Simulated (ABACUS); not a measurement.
Li under changes of volume

One of the cells (21.354 Å³/atom); the others are scaled copies at fixed shape and fractional positions:

```
Li
1.0
     0.00000    2.20200    2.20200
     2.20200    0.00000    2.20200
     2.20200    2.20200    0.00000
Li
1
Cartesian
  0.0000 0.0000 0.0000
```

This isn't the form of Li at room conditions, which is bcc.

- Program: ABACUS 3.10.1
- Functional: PBE
- Potentials or basis: PseudoDojo NC SR 0.4.1 PBE standard
- Cutoff: 1007 eV
- Density cutoff: 4027 eV
- Basis: plane waves
- k mesh: 10 × 10 × 10
- Occupations: fermi-dirac, width 0.05 eV
- Spin: no spin polarisation

```tsv
volume (Å³/atom)	energy over the lowest point (meV/atom)	pressure (GPa)
20.073	0.00	0.1
20.500	0.05	-0.2
20.927	0.84	-0.5
21.354	2.30	-0.7
21.781	?	?
22.208	7.02	-1.1
22.635	10.17	-1.3
```

Question: What does the run at 21.781 Å³/atom give?

Answer: Energy over the lowest point 4.38 meV/atom; pressure -0.9 GPa.

Worked out: A Birch-Murnaghan fit of order 3 (a polynomial in V^(-2/3)) to the other rows has its minimum at 20.26 Å³/atom with B0 = V·E''(V) = 13.8 GPa and B' = 3.4. It gives 4.38 meV/atom at 21.781 Å³/atom, against the run's 4.38, and -dE/dV = -0.9 GPa, against -0.9.

Energies are extrapolated to zero smearing.
